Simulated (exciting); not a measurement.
Crystal: GaAs.

```
CELL_PARAMETERS angstrom
3.99777 0.00000 0.00000
1.99888 3.46217 0.00000
1.99888 1.15406 3.26417
ATOMIC_POSITIONS crystal
As 0.75000 0.75000 0.75000
Ga 0.00000 0.00000 0.00000
```

Base run:

| Quantity | Value |
| --- | --- |
| Program | exciting (release sodium) |
| Functional | LDA |
| Potentials or basis | all-electron LAPW+lo, shipped species files, valence relativity iora* |
| rgkmax | 9 |
| k mesh | 8 × 8 × 8 |
| Occupations | gaussian, width 0.05 eV |
| Spin | no spin polarisation |

Its results: band gap on the k mesh 0.28 eV, direct.

Question: The run is repeated on the same cell with these changes: functional from LDA to PBE. What comes out?

Answer: Band gap on the k mesh 0.51 eV, direct.

A k mesh can miss the band edges.
